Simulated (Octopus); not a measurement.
Write the native input for Octopus 16.4 that does the following.

```yaml
Task: single point
Functional: PBE
Potentials_or_basis: pseudodojo_pbe (PseudoDojo 0.5, PBE)
Grid_spacing: 0.124 × 0.124 × 0.122 Å
k_mesh: 10 × 10 × 10
Occupations: fermi-dirac, width 0.05 eV
Spin: no spin polarisation
Eigensolver: chebyshev_filter
k-point_symmetries_used: yes
ConvRelDens: 3e-07
ExtraStates: 6
DerivativesOrder: 8
```

Crystal: GaN.

```
CELL_PARAMETERS angstrom
2.98064 0.00000 0.00000
-1.49032 2.58131 0.00000
0.00000 0.00000 2.68337
ATOMIC_POSITIONS crystal
Ga 0.66667 0.33333 0.50000
N 0.00000 0.00000 0.00000
```

The cell was built by a generator and needn't be a form met in nature.

One way to write it, as run:

inp

```
CalculationMode = gs
UnitsOutput = eV_Angstrom
PeriodicDimensions = 3
ExperimentalFeatures = yes
PseudopotentialSet = pseudodojo_pbe
%LatticeParameters
 1*angstrom | 1*angstrom | 1*angstrom
%
%LatticeVectors
 2.98064 | 0 | 0
 -1.49032 | 2.58131 | 0
 0 | 0 | 2.68337
%
%ReducedCoordinates
 "Ga" | 0.66667 | 0.33333 | 0.5
 "N" | 0 | 0 | 0
%
%Spacing
 0.12419333*angstrom | 0.12419333*angstrom | 0.12197136*angstrom
%
DerivativesOrder = 8
%KPointsGrid
 10 | 10 | 10
%
KPointsUseSymmetries = yes
XCFunctional = gga_x_pbe + gga_c_pbe
SmearingFunction = fermi_dirac
Smearing = 0.05*eV
ExtraStates = 6
Eigensolver = chebyshev_filter
ConvRelDens = 3e-7
MaximumIter = 120
```

Potentials or basis: pseudodojo_pbe (PseudoDojo 0.5, PBE).

Run with:

```bash
$ OMP_NUM_THREADS=1 octopus > out.log
```

Results of the run:

| Item | Value |
| --- | --- |
| Band gap on the k mesh | none (metal or under the smearing width) |

It took 11 min on 1 thread of Arm Neoverse V2, with other jobs on the host, peak memory 2.2 GiB.
